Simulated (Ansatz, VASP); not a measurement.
**BN: VASP beside Ansatz**

The input INCAR:

```
SYSTEM = BN
ALGO = Normal ; EDIFF = 1E-7
ENCUT = 520 ; GGA = PE
ISIF = 2 ; ISMEAR = -1
LASPH = .TRUE. ; LCHARG = .FALSE.
LREAL = .FALSE. ; LWAVE = .FALSE.
NBANDS = 11 ; NELM = 80
PREC = Accurate ; SIGMA = 0.08617333262145177
```

File KPOINTS:

```
k-points
0
G
  12 12 12
  0 0 0
```

The input POSCAR:

```
BN
1.0
    0.0000000000      1.8130010000      1.8130010000
    1.8130010000      0.0000000000      1.8130010000
    1.8130010000      1.8130010000      0.0000000000
B N
1 1
Direct
    0.0000000000      0.0000000000      0.0000000000
    0.7500000000      0.7500000000      0.7500000000
```

Input for Ansatz:

```yaml
crystal:
  lattice:
    - [0.0, 1.813001, 1.813001]
    - [1.813001, 0.0, 1.813001]
    - [1.813001, 1.813001, 0.0]
  atoms:
    - { symbol: B, position: [0.0, 0.0, 0.0] }
    - { symbol: "N", position: [0.75, 0.75, 0.75] }
basis:
  ecutwfc: 420
  precision: f64
kpoints:
  mp_grid: { grid: [12, 12, 12] }
hamiltonian:
  xc: pbe
scf:
  occupations: { method: fermi_dirac, width: "1000 K" }
output:
  forces: true
  stress: true
  eigenvalues: true
```

Alike in both runs: task single point; functional PBE; k mesh 12 × 12 × 12; no spin polarisation.

```csv
,VASP,Ansatz
version,VASP 6.6.1,Ansatz 0.2.0
potentials or method,"VASP PAW PBE potentials, release 64 (B, N)","scalar-relativistic, plane waves, PAW"
plane-wave cutoff (eV),520,420
occupations,"fermi-dirac, width 0.0861733 eV",fermi-dirac
valence electrons in the cell,8,8
```

Ansatz gave:

```
gap on the k mesh at the Fermi level (eV) : 4.46
least direct gap on the mesh (eV)         : 8.79
pressure (GPa)                            : -0.4
```

Q: Which values does VASP return?

A: gap on the k mesh at the Fermi level (eV): 4.45; least direct gap on the mesh (eV): 8.78; pressure (GPa): -0.2.

A k mesh can miss the band edges. As with any semilocal functional, this PBE gap is likely too small.
